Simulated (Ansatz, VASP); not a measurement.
**BN in VASP and in Ansatz**

```
B N
1.0
     1.15103    0.66455    3.50785
    -1.15103    0.66455    3.50785
     0.00000   -1.32910    3.50785
B N
1 1
Direct
  0.99967 0.99967 0.99967
  0.33276 0.33276 0.33276
```

Change from the starting cell: strain -0.080 along x and y, +0.040 along z, atoms carried along.

Alike in both runs: task single point; functional PBE; dispersion D3(BJ); k mesh 12 × 12 × 12; occupations gaussian, width 0.05 eV; no spin polarisation.

|  | VASP | Ansatz |
| --- | --- | --- |
| version | VASP 6.6.1 | Ansatz 0.2.0 |
| potentials or method | VASP PAW PBE potentials, release 64 (B, N) | scalar-relativistic, plane waves, PAW |
| plane-wave cutoff (eV) | 520 | 420 |
| valence electrons in the cell | 8 | 8 |

|  | VASP | Ansatz | Ansatz less VASP |
| --- | --- | --- | --- |
| gap on the k mesh at the Fermi level (eV) | 4.65 | 4.67 | +0.012 |
| least direct gap on the mesh (eV) | 5.31 | 5.31 | +0.006 |
| pressure (GPa) | 83.0 | 82.9 | -0.12 |
| largest component of the traceless stress (GPa) | 85.31 | 84.94 | -0.378 |
| rms of the force components (eV/Å) | 0.008 | 0.008 | -0.0003 |

Atom by atom the forces differ by 0.000 eV/Å (rms over components).

Caveats: the cell as given lies far from equilibrium; so large a pressure means that the cell lies far from this level's equilibrium, or that cutoff or potentials fall short (VASP). A k mesh can miss the band edges.
